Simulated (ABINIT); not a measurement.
# B in ABINIT: convergence with k mesh

B:

```
CELL_PARAMETERS angstrom
1.62456 0.00000 0.00000
0.00000 2.86615 0.00000
0.00000 0.00000 3.91440
ATOMIC_POSITIONS crystal
B 0.00000 0.50000 0.60926
B 0.50000 0.00000 0.39074
```

The cell was built by a generator and needn't be a form met in nature.

| Item | Value |
| --- | --- |
| Program | ABINIT 10.8.3 (patched build) |
| Task | single point |
| Functional | LDA |
| Potentials or basis | HGH LDA |
| Cutoff | 871 eV |
| k mesh | 3 × 2 × 1 |
| Occupations | fermi-dirac, width 0.1 eV |
| Spin | no spin polarisation |

These are the settings of the first run; the series varies k mesh, with any setting tied to it.

Hardware: 1 thread of AMD EPYC 7571 (shared host).

| k mesh | energy less the tightest run, at zero smearing (meV/atom) | pressure (GPa) | largest force (eV/Å) | SCF cycles | CPU time (s) | peak memory (GiB) |
| --- | --- | --- | --- | --- | --- | --- |
| 3 × 2 × 1 | 1044.09 | 10.85 | 2.558 | 9 | 1.4 | 0.07 |
| 5 × 3 × 2 | 98.67 | -8.08 | 0.590 | 8 | 2.8 | 0.07 |
| 7 × 4 × 3 | -1.90 | -8.97 | 0.488 | 8 | 5.2 | 0.07 |
| 10 × 5 × 4 | 3.05 | -8.23 | 0.352 | 9 | 12 | 0.07 |
| 12 × 7 × 5 | -1.88 | -8.72 | 0.280 | 8 | 20 | 0.07 |
| 14 × 8 × 6 | 5.54 | -8.39 | 0.181 | 8 | 32 | 0.07 |
| 17 × 9 × 7 | 1.55 | -8.37 | 0.232 | 8 | 42 | 0.08 |
| 20 × 11 × 9 | -1.21 | -8.47 | 0.227 | 7 | 71 | 0.1 |
| 24 × 14 × 10 | 0.00 | -8.41 | 0.214 | 8 | 130 | 0.13 |

Against the tightest run, the pressure stays within 0.1 GPa from 14 × 8 × 6 on. Not settled before the last step: the energy (to 1 meV/atom), the largest force (to 0.005 eV/Å). Meshes of other sizes hit other points, so gaps and Fermi surfaces needn't settle smoothly. The tightest run that finished is the yardstick and may itself not be fully converged.

Caveat, for the tightest run too: HGH potentials are hard and often keep d shells in the core, so these values are rough.
